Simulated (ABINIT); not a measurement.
# Si2Mo (I4/mmm) in ABINIT: convergence with tolvrs

Aim: find how far tolvrs must go before the results for Si2Mo settle, at PBEsol. This setting moves, with any that are tied to it; all else stays.

Program: ABINIT 10.8.3 (patched build). These are calculated values, not measurements. Logs are shortened: lines on timing, memory, paths and dates and some standing lists are left out, and cuts for length are marked. The log counts tension as positive stress, the text compression.

## 1. Starting point

The structure is tetragonal, space group I4/mmm (No. 139). The conventional cell has a = 3.200 Å, b = 3.200 Å, c = 7.861 Å, α = 90.00°, β = 90.00°, γ = 90.00°. Around Mo (site symmetry 4/mmm) lie 10 Si at 2.62 Å. Around Si (site symmetry 4mm) lie 5 Si at 2.61 to 2.63 Å and 5 Mo at 2.62 Å.

## 2. With tolvrs 0.01

run.abi reads:

```
pp_dirpath "./"
pseudos "Mo.upf, Si.upf"

acell 3*1.0 Angstrom
rprim
    -1.6000000000     1.6000000000     3.9305000000
     1.6000000000    -1.6000000000     3.9305000000
     1.6000000000     1.6000000000    -3.9305000000
ntypat 2
znucl 42 14
natom 3
typat 1 2 2
xred
     0.0000000000     0.0000000000     0.0000000000
     0.6670000000     0.6670000000     0.0000000000
     0.3330000000     0.3330000000     0.0000000000

ecut 40.0

kptopt 1
ngkpt 10 10 10
nshiftk 1
shiftk 0.0 0.0 0.0

ixc -116133

nband 15
occopt 7
tsmear 0.1 eV

nstep 100
tolvrs 0.01

iomode 3
prtwf 0
prtden 0
prteig 0
prtebands 0
enunit 1
```

Potentials or basis: PseudoDojo NC SR PBEsol v0.4.1 standard.

The run is started by

```
abinit run.abi > log 2>&1
```

It took 2.3 min on 1 thread of Arm Neoverse V2, shared host; peak memory 0.17 GiB.

Results (log left out):

```yaml
Free_energy: -2144.4106 eV
Pressure: -2.7 GPa
Largest_force: 0.343 eV/Å
Band_gap_on_the_k_mesh: none (metal or under the smearing width)
Valence_electrons_inside_the_program's_atomic_spheres: Mo 10.59; Si 1.78
```

## 3. With tolvrs 0.001

Changes to run.abi since step 2:

```diff
@@ -31,3 +31,3 @@
 nstep 100
-tolvrs 0.01
+tolvrs 0.001
```

Potentials or basis: PseudoDojo NC SR PBEsol v0.4.1 standard.

The run is started by

```
abinit run.abi > log 2>&1
```

It took 2.2 min on 1 thread of Arm Neoverse V2, shared host; peak memory 0.17 GiB.

The run converged. Its results:

```
Free energy                                           : -2144.4106 eV
Pressure                                              : -2.7 GPa
Largest force                                         : 0.343 eV/Å
Band gap on the k mesh                                : none (metal or under the smearing width)
Valence electrons inside the program's atomic spheres : Mo 10.59; Si 1.78
```

## 4. With tolvrs 0.0001

Changes to run.abi since step 3:

```diff
@@ -31,3 +31,3 @@
 nstep 100
-tolvrs 0.001
+tolvrs 0.0001
```

The run is started by

```
abinit run.abi > log 2>&1
```

Wall time 2.3 min (1 thread of Arm Neoverse V2, shared host); peak memory 0.17 GiB.

Results (log left out):

```
Free energy                                           : -2144.4106 eV
Pressure                                              : -2.7 GPa
Largest force                                         : 0.343 eV/Å
Band gap on the k mesh                                : none (metal or under the smearing width)
Valence electrons inside the program's atomic spheres : Mo 10.59; Si 1.78
```

## 5. With tolvrs 1e-05

Changes to run.abi since step 4:

```diff
@@ -31,3 +31,3 @@
 nstep 100
-tolvrs 0.0001
+tolvrs 1.0e-5
```

The run is started by

```
abinit run.abi > log 2>&1
```

It took 2.6 min on 1 thread of Arm Neoverse V2, shared host; peak memory 0.17 GiB.

It converged, with:

```
Free energy                                           : -2144.4106 eV
Pressure                                              : -2.7 GPa
Largest force                                         : 0.343 eV/Å
Band gap on the k mesh                                : none (metal or under the smearing width)
Valence electrons inside the program's atomic spheres : Mo 10.59; Si 1.78
```

## 6. With tolvrs 1e-06

Changes to run.abi since step 5:

```diff
@@ -31,3 +31,3 @@
 nstep 100
-tolvrs 1.0e-5
+tolvrs 1.0e-6
```

Potentials or basis: PseudoDojo NC SR PBEsol v0.4.1 standard.

The run is started by

```
abinit run.abi > log 2>&1
```

Run time: 2.5 min. Hardware: 1 thread of Arm Neoverse V2, shared host; peak memory 0.17 GiB.

The run converged. Its results:

```yaml
Free_energy: -2144.4106 eV
Pressure: -2.7 GPa
Largest_force: 0.343 eV/Å
Band_gap_on_the_k_mesh: none (metal or under the smearing width)
Valence_electrons_inside_the_program's_atomic_spheres: Mo 10.59; Si 1.78
```

## 7. With tolvrs 1e-08

Changes to run.abi since step 6:

```diff
@@ -31,3 +31,3 @@
 nstep 100
-tolvrs 1.0e-6
+tolvrs 1.0e-8
```

The run is started by

```
abinit run.abi > log 2>&1
```

Run time: 3.1 min. Hardware: 1 thread of Arm Neoverse V2, shared host; peak memory 0.17 GiB.

The run converged. Its results:

```yaml
Free_energy: -2144.4106 eV
Pressure: -2.7 GPa
Largest_force: 0.343 eV/Å
Band_gap_on_the_k_mesh: none (metal or under the smearing width)
Valence_electrons_inside_the_program's_atomic_spheres: Mo 10.59; Si 1.78
```

## 8. With tolvrs 1e-10

Changes to run.abi since step 7:

```diff
@@ -31,3 +31,3 @@
 nstep 100
-tolvrs 1.0e-8
+tolvrs 1.0e-10
```

The run is started by

```
abinit run.abi > log 2>&1
```

Run time: 3.4 min. Hardware: 1 thread of Arm Neoverse V2, shared host; peak memory 0.17 GiB.

Results (log left out):

- Free energy: -2144.4106 eV
- Pressure: -2.7 GPa
- Largest force: 0.343 eV/Å
- Band gap on the k mesh: none (metal or under the smearing width)
- Valence electrons inside the program's atomic spheres: Mo 10.59; Si 1.78

## 9. With tolvrs 1e-13

Changes to run.abi since step 8:

```diff
@@ -31,3 +31,3 @@
 nstep 100
-tolvrs 1.0e-10
+tolvrs 1.0e-13
```

Potentials or basis: PseudoDojo NC SR PBEsol v0.4.1 standard.

The run is started by

```
abinit run.abi > log 2>&1
```

run.abo:

```text
.Version 10.8.3 of ABINIT
 Symmetries : space group I4/m m m (#139); Bravais tI (body-center tetrag.)
================================================================================
 Values of the parameters that define the memory need of the present run
     intxc =       0    ionmov =       0      iscf =       7    lmnmax =       6
     lnmax =       6     mgfft =      50  mpssoang =       3    mqgrid =    3001
     natom =       3  nloc_mem =       1    nspden =       1   nspinor =       1
    nsppol =       1      nsym =      16    n1xccc =    2501    ntypat =       2
    occopt =       7   xclevel =       2
       mpw =        3305          nfft =      125000          nkpt =         102
================================================================================
================================================================================

--------------------------------------------------------------------------------
------------- Echo of variables that govern the present computation ------------
--------------------------------------------------------------------------------
 -outvars: echo values of preprocessed input variables --------
            acell      1.8897261259E+00  1.8897261259E+00  1.8897261259E+00 Bohr
              amu      9.59400000E+01  2.80855000E+01
             ecut      4.00000000E+01 Hartree
           enunit           1
                       outvar_i_n : Printing only first  50 k-points.
              ixc     -116133
                       outvar_i_n : Printing only first  50 k-points.
         kptrlatt       10    0    0      0   10    0      0    0   10
          kptrlen      6.04712360E+01
            natom           3
            nband          15
            ngfft          50      50      50
             nkpt         102
            nstep         100
             nsym          16
           ntypat           2
                       prtocc : prtvol=0, do not print more k-points.
           occopt           7
           prtden           0
        prtebands           0
           prteig           0
            prtwf           0
            rprim     -1.6000000000E+00  1.6000000000E+00  3.9305000000E+00
                       1.6000000000E+00 -1.6000000000E+00  3.9305000000E+00
                       1.6000000000E+00  1.6000000000E+00 -3.9305000000E+00
          spgroup         139
           tolvrs      1.00000000E-13
           tsmear      3.67493222E-03 Hartree
            typat      1  2  2
                       outvars : Printing only first  50 k-points.
           xangst      0.0000000000E+00  0.0000000000E+00  0.0000000000E+00
                      -1.6010804650E-16  7.3892566348E-17  5.2432870000E+00
                      -2.4790727546E-17 -1.8252383232E-17  2.6177130000E+00
            xcart      0.0000000000E+00  0.0000000000E+00  0.0000000000E+00
                      -3.0256035843E-16  1.3963671314E-16  9.9083764295E+00
                      -4.6847685524E-17 -3.4492005453E-17  4.9467606462E+00
             xred      0.0000000000E+00  0.0000000000E+00  0.0000000000E+00
                       6.6700000000E-01  6.6700000000E-01 -2.6942337546E-17
                       3.3300000000E-01  3.3300000000E-01 -1.3450972118E-17
[... 101 lines left out ...]
    1        2.00000         10.59433736
    2        2.00000          1.77831494
    3        2.00000          1.77831494
================================================================================

 ----iterations are completed or convergence reached----

 Mean square residual over all n,k,spin=   14.496E-07; max=  58.835E-05
 reduced coordinates (array xred) for    3 atoms
       0.000000000000      0.000000000000      0.000000000000
       0.667000000000      0.667000000000     -0.000000000000
       0.333000000000      0.333000000000     -0.000000000000
 rms dE/dt=  4.0439E-02; max dE/dt=  4.9528E-02; dE/dt below (all hartree)
    1       0.000000000000      0.000000000000      0.000000000000
    2       0.049527581814      0.049527581814     -0.049527581814
    3      -0.049527581814     -0.049527581814      0.049527581814

 cartesian coordinates (angstrom) at end:
    1      0.00000000000000     0.00000000000000     0.00000000000000
    2     -0.00000000000000     0.00000000000000     5.24328700000000
    3     -0.00000000000000    -0.00000000000000     2.61771300000000

 cartesian forces (hartree/bohr) at end:
    1      0.00000000000000    -0.00000000000000     0.00000000000000
    2     -0.00000000000000    -0.00000000000000    -0.00666807469513
    3      0.00000000000000     0.00000000000000     0.00666807469513
 frms,max,avg= 3.1433606E-03 6.6680747E-03   0.000E+00  0.000E+00  0.000E+00 h/b

 cartesian forces (eV/Angstrom) at end:
    1      0.00000000000000    -0.00000000000000     0.00000000000000
    2     -0.00000000000000    -0.00000000000000    -0.34288618714265
    3      0.00000000000000     0.00000000000000     0.34288618714265
 frms,max,avg= 1.6163810E-01 3.4288619E-01   0.000E+00  0.000E+00  0.000E+00 e/A
 length scales=  1.889726125908  1.889726125908  1.889726125908 bohr
              =  1.000000000000  1.000000000000  1.000000000000 angstroms
 Fermi (or HOMO) energy (eV) =  12.79593   Average Vxc (eV)= -12.45103
 Eigenvalues (   eV  ) for nkpt= 102  k points:
 kpt#   1, nband= 15, wtk=  0.00100, kpt=  0.0000  0.0000  0.0000 (reduced coord)
 -47.83008  -22.02270  -21.91659  -21.91659   -0.63469    6.47071    9.36345    9.77160
  10.16584   10.16584   13.24762   15.90146   15.92316   16.46903   16.47019
 prteigrs : prtvol=0 or 1, do not print more k-points.

--- !EnergyTerms
iteration_state     : {dtset: 1, }
comment             : Components of total free energy in Hartree
kinetic             :  2.56693259662134E+01
hartree             :  1.50030447120102E+01
xc                  : -1.35160045089697E+01
Ewald energy        : -6.27502804158359E+01
psp_core            :  2.56598058105352E+00
local_psp           : -5.54935289169657E+01
non_local_psp       :  9.71591443709415E+00
internal            : -7.88055481454000E+01
'-kT*entropy'       : -8.70227423632889E-05
total_energy        : -7.88056351681423E+01
total_energy_eV     : -2.14441057692018E+03
band_energy         : -4.25301047525772E+00
...

 Cartesian components of stress tensor (hartree/bohr^3)
  sigma(1 1)=  7.50113486E-05  sigma(3 2)=  0.00000000E+00
  sigma(2 2)=  7.50113486E-05  sigma(3 1)=  0.00000000E+00
  sigma(3 3)=  1.23988837E-04  sigma(2 1)=  0.00000000E+00

-Cartesian components of stress tensor (GPa)         [Pressure= -2.6872E+00 GPa]
- sigma(1 1)=  2.20691007E+00  sigma(3 2)=  0.00000000E+00
- sigma(2 2)=  2.20691007E+00  sigma(3 1)=  0.00000000E+00
- sigma(3 3)=  3.64787752E+00  sigma(2 1)=  0.00000000E+00

== END DATASET(S) ==============================================================
================================================================================

 -outvars: echo values of variables after computation  --------
            acell      1.8897261259E+00  1.8897261259E+00  1.8897261259E+00 Bohr
           etotal     -7.8805635168E+01
            fcart      1.9575110446E-19 -3.8249005420E-19  2.8912057933E-19
                      -5.4944067067E-19 -1.1276818293E-18 -6.6680746951E-03
                       3.5368956621E-19  1.5101718835E-18  6.6680746951E-03
            rprim     -1.6000000000E+00  1.6000000000E+00  3.9305000000E+00
                       1.6000000000E+00 -1.6000000000E+00  3.9305000000E+00
                       1.6000000000E+00  1.6000000000E+00 -3.9305000000E+00
           strten      7.5011348637E-05  7.5011348637E-05  1.2398883677E-04
                       0.0000000000E+00  0.0000000000E+00  0.0000000000E+00
           xangst      0.0000000000E+00  0.0000000000E+00  0.0000000000E+00
                      -1.6010804650E-16  7.3892566348E-17  5.2432870000E+00
                      -2.4790727546E-17 -1.8252383232E-17  2.6177130000E+00
             xred      0.0000000000E+00  0.0000000000E+00  0.0000000000E+00
                       6.6700000000E-01  6.6700000000E-01 -2.6942337546E-17
                       3.3300000000E-01  3.3300000000E-01 -1.3450972118E-17
 Calculation completed.
```

Wall time 4 min (1 thread of Arm Neoverse V2, shared host); peak memory 0.17 GiB.

What came out:

```
Free energy                                           : -2144.4106 eV
Pressure                                              : -2.7 GPa
Largest force                                         : 0.343 eV/Å
Band gap on the k mesh                                : none (metal or under the smearing width)
Valence electrons inside the program's atomic spheres : Mo 10.59; Si 1.78
```

## 10. The series at a glance

```tsv
tolvrs	energy less the tightest run, at zero smearing (meV/atom)	SCF cycles	CPU time (s)	peak memory (GiB)
0.01	0.00	6	140	0.17
0.001	0.00	6	130	0.17
0.0001	0.00	6	140	0.17
1e-05	0.00	7	150	0.17
1e-06	0.00	7	150	0.17
1e-08	0.00	9	190	0.17
1e-10	0.00	10	210	0.17
1e-13	0.00	12	240	0.17
```

Against the tightest run, the energy stays within 1 meV/atom from 0.01 on. The tightest run that finished is the yardstick and may itself not be fully converged.
